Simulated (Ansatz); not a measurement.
C:

```
CELL_PARAMETERS angstrom
0.00000 1.78337 1.78337
1.78337 0.00000 1.78337
1.78337 1.78337 0.00000
ATOMIC_POSITIONS crystal
C 0.75000 0.75000 0.75000
C 0.50000 0.50000 0.50000
```

This isn't the form of C at room conditions, which is graphite.

Base run:

| Property | Result |
| --- | --- |
| Program | Ansatz 0.2.0 |
| Functional | PBE |
| Potentials or basis | SPMS NC |
| Cutoff | 1034 eV (not typed: the program's choice for these potentials) |
| k mesh | 13 × 13 × 13 |
| Occupations | fermi-dirac, width 0.05 eV |
| Spin | no spin polarisation |

Its results: band gap on the k mesh 4.20 eV, indirect (least direct gap 5.63 eV); pressure 2.3 GPa.

Problem. The run is repeated on the same cell with these changes: potentials or basis from SPMS NC to Ansatz PAW polarizable; cutoff from 1034 eV (not typed: the program's choice for these potentials) to 420 eV (not typed: the program's choice for these potentials). What comes out?

Solution. Band gap on the k mesh 4.15 eV, indirect (least direct gap 5.59 eV); pressure 1.8 GPa.
